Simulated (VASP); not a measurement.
# TiB2 (P6/mmm) in VASP: relaxation of cell and atoms with PBEsol

Aim: the relaxation of cell and atoms of TiB2 with PBEsol.

Everything below comes from runs of VASP 6.6.1. Logs are shortened: lines on timing, memory, paths and dates and some standing lists are left out, and cuts for length are marked.

**1. Starting point**

It takes space group P6/mmm (No. 191, hexagonal). Conventional cell: a = 3.019 Å, b = 3.019 Å, c = 3.186 Å, α = 90.00°, β = 90.00°, γ = 120.00°. Around Ti (site symmetry 6/mmm) lie 12 B at 2.36 Å. B (site symmetry -6m2) is surrounded by 3 B at 1.74 Å.

**2. Relaxation of cell and atoms, PBEsol**

The input, INCAR:

```
SYSTEM = TiB2
  PREC = Accurate
  ENCUT = 600
  EDIFF = 1E-7
  ISMEAR = 1
  SIGMA = 0.1
  LREAL = .FALSE.
  LASPH = .TRUE.
  NELM = 80
  ALGO = Normal
  ISIF = 3
  LWAVE = .FALSE.
  LCHARG = .FALSE.
  GGA = PS
  IBRION = 2
  NSW = 90
  EDIFFG = -0.005
```

The input, KPOINTS:

```
Automatic mesh
0
G
  15 15 11
  0 0 0
```

The input, POSCAR:

```
TiB2                                    
1.0
    3.0187675783      0.0000000000      0.0000000000
   -1.5093837891      2.6143294108      0.0000000000
   -0.0000000000     -0.0000000000      3.1857412020
  Ti              B             
     1     2
Direct
     1.0000000000000000    1.0000000000000000    1.0000000000000000
     0.3333333332999970    0.6666666667000030    0.5000000000000000
     0.6666666667000030    0.3333333332999970    0.5000000000000000
```

Potentials or basis: VASP PAW PBE potentials, release 64 (Ti_sv, B).

Run with:

```
> cat potpaw_PBE.64/Ti_sv/POTCAR potpaw_PBE.64/B/POTCAR > POTCAR
> mpirun -np 1 vasp_std > vasp.out
```

OUTCAR:

```text
SYSTEM = TiB2
   PREC = Accurate
   ENCUT = 600
   EDIFF = 1E-7
   ISMEAR = 1
   LREAL = .FALSE.
   LASPH = .TRUE.
   NELM = 80
   ISIF = 3
   GGA = PS
   IBRION = 2
   NSW = 90
   EDIFFG = -0.005

 ion  position               nearest neighbor table
   1  0.000  0.000  0.000-   2 2.36   3 2.36   2 2.36   3 2.36   2 2.36   2 2.36   3 2.36   3 2.36
                             3 2.36   3 2.36   2 2.36   2 2.36
   2  0.333  0.667  0.500-   3 1.74   3 1.74   3 1.74   1 2.36   1 2.36   1 2.36   1 2.36   1 2.36
                             1 2.36
   3  0.667  0.333  0.500-   2 1.74   2 1.74   2 1.74   1 2.36   1 2.36   1 2.36   1 2.36   1 2.36
                             1 2.36

  LATTYP: Found a hexagonal cell.
 ALAT       =     3.0187675783
 C/A-ratio  =     1.0553118514

  Lattice vectors:

 A1 = (   3.0187675783,   0.0000000000,   0.0000000000)
 A2 = (  -1.5093837891,   2.6143294108,   0.0000000000)
 A3 = (   0.0000000000,   0.0000000000,   3.1857412020)

Analysis of symmetry for initial positions (statically):
=====================================================================
 Subroutine PRICEL returns:
 Original cell was already a primitive cell.

 Routine SETGRP: Setting up the symmetry group for a
 hexagonal supercell.

 Subroutine GETGRP returns: Found 24 space group operations
 (whereof 24 operations were pure point group operations)
 out of a pool of 24 trial point group operations.

The static configuration has the point symmetry D_6h.

Analysis of symmetry for dynamics (positions and initial velocities):
=====================================================================
 Subroutine PRICEL returns:
 Original cell was already a primitive cell.

 Routine SETGRP: Setting up the symmetry group for a
 hexagonal supercell.

 Subroutine GETGRP returns: Found 24 space group operations
 (whereof 24 operations were pure point group operations)
 out of a pool of 24 trial point group operations.

The dynamic configuration has the point symmetry D_6h.

 Subroutine INISYM returns: Found 24 space group operations
 (whereof 24 operations are pure point group operations),
 and found     1 'primitive' translations

----------------------------------------------------------------------------------------

                                     Primitive cell

  volume of cell :      25.1420

  direct lattice vectors                    reciprocal lattice vectors
[... 101 lines left out ...]
   NUPDOWN=      -1.0000    fix difference up-down
   EMIN   =  10.00;   EMAX   =-10.00  energy-range for DOS
   EFERMI =   0.00;   METHOD = LEGACY
   ISMEAR =     1;   SIGMA  =   0.10  broadening in eV -4-tet -1-fermi 0-gaus
   EFERMI_NEDOS =   21; number of points for ismear=-14 and -15
   IALGO  =     38    algorithm
   IMIX   =      4    mixing-type and parameters
     AMIX     =   0.40;   BMIX     =  1.00
     AMIX_MAG =   1.60;   BMIX_MAG =  1.00
  volume/ion in A,a.u.               =       8.38        56.56
  Fermi-wavevector in a.u.,A,eV,Ry     =   1.464532  2.767564 29.182507  2.144854
  Thomas-Fermi vector in A             =   2.580497
   LORBIT       =      0    0 simple, 1 ext, 2 COOP (PROOUT), +10 PAW based schemes
   GGA     = PS    functional components
   LHFCALC =     F    Hartree Fock is set to
   AEXX    =    0.0000 exact exchange contribution
   IVDW    =     0    specifies the selected vdW correction
   LEPSILON=     F    determine dielectric tensor
   LRPA    =     F    only Hartree local field effects (RPA)
 conjugate gradient relaxation of ions
 non-spin polarized calculation
 Methfessel and Paxton  Order N= 1 SIGMA  =   0.10
  energy-cutoff  :      600.00
  volume of cell :       25.14
 maximum number of plane-waves:       870
   NGX = 13   NGY = 13   NGZ = 13

 number of electron      18.0000004 magnetization

 Free energy of the ion-electron system (eV)
  ---------------------------------------------------
  ext. energy  EPLUGINS =         0.00000000
  ---------------------------------------------------
  free energy    TOTEN  =       -25.79380716 eV

  energy without entropy =      -25.79354165  energy(sigma->0) =      -25.79371866

 E-fermi :  10.1303     XC(G=0): -12.9717

 val. band max:       10.1070270820   @ k =   0.0667   0.0667   0.2727
 cond. band min:      10.1324479836   @ k =   0.0000   0.0000   0.3636
 fundamental gap:      0.0254209017
 Fermi energy:        10.1302812667

 k-point     1 :       0.0000    0.0000    0.0000
  band No.  band energies     occupation
      1     -46.5080      2.00000
      2     -22.9679      2.00000
      3     -22.6458      2.00000
      4     -22.6458      2.00000
      5      -3.4368      2.00000
      6       7.4275      2.00000
      7       7.4275      2.00000
      8       7.9323      2.00000
      9       7.9565      2.00000
     10      12.0880     -0.00000
     11      12.0880     -0.00000
     12      13.9698      0.00000
     13      13.9698      0.00000
[... 354 lines left out ...]
  band No.  band energies     occupation
      1     -46.4444      2.00000
      2     -23.0270      2.00000
      3     -22.8880      2.00000
      4     -22.8413      2.00000
      5       1.2188      2.00000
      6       1.2603      2.00000
      7       4.2186      2.00000
      8       7.4237      2.00000
      9       9.5615      2.00000
     10      10.0775      1.76964
     11      12.1784      0.00000
     12      12.8667      0.00000
     13      16.0045      0.00000

 [... further k-points ...]

------------------------ aborting loop because EDIFF is reached ----------------------------------------

  FORCE on cell =-STRESS in cart. coord.  units (eV):
  Direction    XX          YY          ZZ          XY          YZ          ZX
  --------------------------------------------------------------------------------------
  -------------------------------------------------------------------------------------
  Total       -0.0007881     -0.0007881      0.0064716     -0.0000000      0.0000000      0.0000000
  in kB       -0.0502238     -0.0502238      0.4124053     -0.0000000      0.0000000      0.0000000
  external PRESSURE =       0.1039859 kB  Pullay stress =       0.0000000 kB

 VOLUME and BASIS-vectors are now :
 -----------------------------------------------------------------------------
  energy-cutoff  :      600.00
  volume of cell :       25.14
      direct lattice vectors                 reciprocal lattice vectors
     3.018767578  0.000000000  0.000000000     0.331261011  0.191253634  0.000000000
    -1.509383789  2.614329411  0.000000000     0.000000000  0.382507268  0.000000000
     0.000000000  0.000000000  3.185741202     0.000000000  0.000000000  0.313898693

 POSITION                                       TOTAL-FORCE (eV/Angst)
 -----------------------------------------------------------------------------------
      0.00000      0.00000      0.00000        -0.000000      0.000000      0.000000
     -0.00000      1.74289      1.59287        -0.000000      0.000000      0.000000
      1.50938      0.87144      1.59287         0.000000     -0.000000     -0.000000
 -----------------------------------------------------------------------------------
    total drift:                               -0.000000      0.000000     -0.000000

  FREE ENERGIE OF THE ION-ELECTRON SYSTEM (eV)
  ---------------------------------------------------
  free  energy   TOTEN  =       -25.7938071615 eV

  energy  without entropy=      -25.7935416522  energy(sigma->0) =      -25.79371866

 reached required accuracy - stopping structural energy minimisation
```

CONTCAR:

```text
TiB2
   1.00000000000000
     3.0187675782999999    0.0000000000000000    0.0000000000000000
    -1.5093837890999999    2.6143294107999999    0.0000000000000000
     0.0000000000000000    0.0000000000000000    3.1857412020000000
  Ti              B
     1     2
Direct
     0.0000000000000000    0.0000000000000000    0.0000000000000000
     0.3333333332999970    0.6666666667000030    0.5000000000000000
     0.6666666667000030    0.3333333332999970    0.5000000000000000

  0.00000000E+00  0.00000000E+00  0.00000000E+00
  0.00000000E+00  0.00000000E+00  0.00000000E+00
  0.00000000E+00  0.00000000E+00  0.00000000E+00
```

Wall time 23 s (1 thread of Intel Xeon 6975P-C (Granite Rapids), shared host); peak memory 0.19 GiB.

What came out:

```yaml
Free_energy: -25.7938 eV
Pressure_after_relaxing: 0.0 GPa
Band_gap_on_the_k_mesh: none (metal or under the smearing width)
```

Final structure:
```xyz
3
Lattice="3.0188 0.0000 0.0000 -1.5094 2.6143 0.0000 0.0000 0.0000 3.1857" Properties=species:S:1:pos:R:3 pbc="T T T"
Ti    0.0000    0.0000    0.0000
B     0.0000    1.7429    1.5929
B     1.5094    0.8714    1.5929
```

Caveat: the relaxation stopped at its first step, so nothing moved; the PAW data sets were made with another functional, which shifts forces and pressure a little.
